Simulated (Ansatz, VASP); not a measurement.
# One calculation of MgI, two programs

```
Mg I
1.0
     0.00000    3.63273    3.63273
     3.63273    0.00000    3.63273
     3.63273    3.63273    0.00000
Mg I
1 1
Direct
  0.00000 0.00000 0.00000
  0.75000 0.75000 0.75000
```

Change from the starting cell: species swapped into the GaSb type (F-43m, No. 216).

Alike in both runs: functional PBE; k mesh 14 × 14 × 14; occupations gaussian, width 0.1 eV; no spin polarisation.

Ansatz relaxed the structure, and its values are those at the end. VASP's run is a single point on that final structure, the one shown.

|  | VASP | Ansatz |
| --- | --- | --- |
| version | VASP 6.6.1 | Ansatz 0.2.0 |
| potentials or method | VASP PAW PBE potentials, release 64 (Mg, I) | scalar-relativistic, plane waves, PAW |
| plane-wave cutoff (eV) | 520 | 420 |
| valence electrons in the cell | 9 | 27 |

|  | VASP | Ansatz | Ansatz less VASP |
| --- | --- | --- | --- |
| gap on the k mesh at the Fermi level (eV) | none | none | - |
| pressure (GPa) | 0.0 | 0.0 | +0.02 |

A gap of «none» marks a metal or a gap that the smearing closes. The two sets of potentials don't hold the same shells in valence.

Caveats: an odd number of electrons without spin polarisation forces a metal; a magnetic or distorted state may lie lower. The runs have no spin-orbit coupling, so splittings on I are missing.
